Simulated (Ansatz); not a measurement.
We consider α-phase Li3N, described by r²SCAN (Ansatz, a program for electronic structure, PAW).

Settings: plane-wave cutoff 560 eV, 12×12×10 k mesh (along the axes of the cell as run), Fermi–Dirac smearing 0.01 eV, scalar-relativistic PAW data made under PBE.

Computed points:

| V (Å³/atom) | E − E_lowest (meV/atom) | P (GPa) |
|---|---|---|
| 10.443 | 3.26 | 2.480 |
| 10.660 | 0.79 | 1.181 |
| 10.878 | 0.00 | 0.001 |
| 11.095 | 0.74 | -1.073 |
| 11.313 | 2.87 | -2.049 |

Question: Fit the third-order Birch–Murnaghan equation and give B0 and B′.

Answer: V0 = 10.878 Å³/atom, B0 = 56.2 GPa, B′ = 3.8 (fit to the energies at full precision).

Shape and atoms are relaxed at each volume.

Note: the bulk modulus comes from volumes at which shape and atoms were relaxed.
